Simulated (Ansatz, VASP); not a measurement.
# One calculation of CuI (Marshite), two programs

INCAR

```
PREC = Accurate
ENCUT = 520
EDIFF = 1E-6
ISMEAR = -1
SIGMA = 0.05
LREAL = F
LASPH = T
NELM = 150
ALGO = Normal
ISIF = 2
LWAVE = F
LCHARG = F
LMAXMIX = 4
LDAU = T
LDAUTYPE = 2
LDAUL = -1 2
LDAUU = 0 2
LDAUJ = 0 0
LDAUPRINT = 1
GGA = PS
NBANDS = 16
```

File KPOINTS:

```
regular mesh
0
Gamma
  8 8 8
```

File POSCAR:

```
CuI
1.0
    0.0000000000      3.0315000000      3.0315000000
    3.0315000000      0.0000000000      3.0315000000
    3.0315000000      3.0315000000      0.0000000000
I Cu
1 1
Direct
    0.0000000000      0.0000000000      0.0000000000
    0.7500000000      0.7500000000      0.7500000000
```

File input.yaml:

```yaml
crystal:
  lattice:
    - [0.0, 3.0315, 3.0315]
    - [3.0315, 0.0, 3.0315]
    - [3.0315, 3.0315, 0.0]
  atoms:
    - { symbol: I, position: [0.0, 0.0, 0.0] }
    - { symbol: Cu, position: [0.75, 0.75, 0.75] }
hamiltonian:
  xc: pbesol
  pseudopotentials: { kind: paw }
  hubbard: { sites: [{ species: Cu, l: d, u_eff: 2.0 }] }
kpoints:
  mp_grid: { grid: [8, 8, 8] }
  band_path:
    path:
      - [[0.0, 0.0, 0.0], [0.5, 0.0, 0.5], [0.5, 0.25, 0.75], [0.375, 0.375, 0.75], [0.0, 0.0, 0.0], [0.5, 0.5, 0.5], [0.625, 0.25, 0.625], [0.5, 0.25, 0.75], [0.5, 0.5, 0.5], [0.375, 0.375, 0.75]]
      - [[0.625, 0.25, 0.625], [0.5, 0.0, 0.5]]
    npoints: 14
scf:
  occupations: { method: fermi_dirac, width: 0.05 }
  n_extra_bands: 6
output:
  forces: true
  stress: true
  eigenvalues: true
  fatbands: false
  write_density: true
  write_potential: true
  elf: true
  volumetric_format: npy
```

Alike in both runs: functional PBEsol; k mesh 8 × 8 × 8; occupations fermi-dirac, width 0.05 eV; no spin polarisation; Hubbard terms Cu d U = 2.0 eV.

|  | VASP | Ansatz |
| --- | --- | --- |
| version | VASP 6.6.1 | Ansatz 0.2.0 |
| potentials or method | VASP PAW PBE potentials, release 64 (I, Cu) | Ansatz PAW |
| plane-wave cutoff (eV) | 520 | 420 |
| valence electrons in the cell | 18 | 36 |
| task | single point | band structure |

VASP gave:

| Quantity | Value |
| --- | --- |
| gap on the k mesh at the Fermi level (eV) | 1.34 |
| least direct gap on the mesh (eV) | 1.34 |
| pressure (GPa) | -2.3 |

Question: Which values does Ansatz return?

Answer: gap on the k mesh at the Fermi level (eV): 1.40; least direct gap on the mesh (eV): 1.40; pressure (GPa): -2.2.

The programs project onto different local orbitals, so the same U acts differently. The two sets of potentials don't hold the same shells in valence.

Caveats: spin-orbit coupling is left out, which moves the levels of the heavy elements; the PAW data sets were made with another functional, which shifts forces and pressure a little (VASP); the PAW data sets come from PBE, with cores solved anew for the run's functional, which leaves a small shift of forces and pressure (Ansatz).
